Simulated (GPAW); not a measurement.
The system is CdSe.

```
Cd Se
1.0
     0.00000    3.07027    3.07027
     3.07027    0.00000    3.07027
     3.07027    3.07027    0.00000
Cd Se
1 1
Cartesian
  0.0000 0.0000 0.0000
  1.5351 1.5351 1.5351
```

Measurements of this composition are mostly on another form, of space group No. 186.

Base run:

| Quantity | Value |
| --- | --- |
| Program | GPAW 26.7.0 |
| Functional | revPBE |
| Potentials or basis | the program's PAW data sets (release 1.2.1) made for this functional |
| Cutoff | 600 eV |
| Basis | pw |
| k mesh | 8 × 8 × 8 |
| Occupations | fermi-dirac, width 0.05 eV |
| Spin | no spin polarisation |

Its results: band gap on the k mesh 0.68 eV, direct; pressure 2.5 GPa.

**Question.** The run is repeated on the same cell with these changes: functional from revPBE to RPBE. What comes out?

**Answer.** Band gap on the k mesh 0.72 eV, direct; pressure 3.0 GPa.
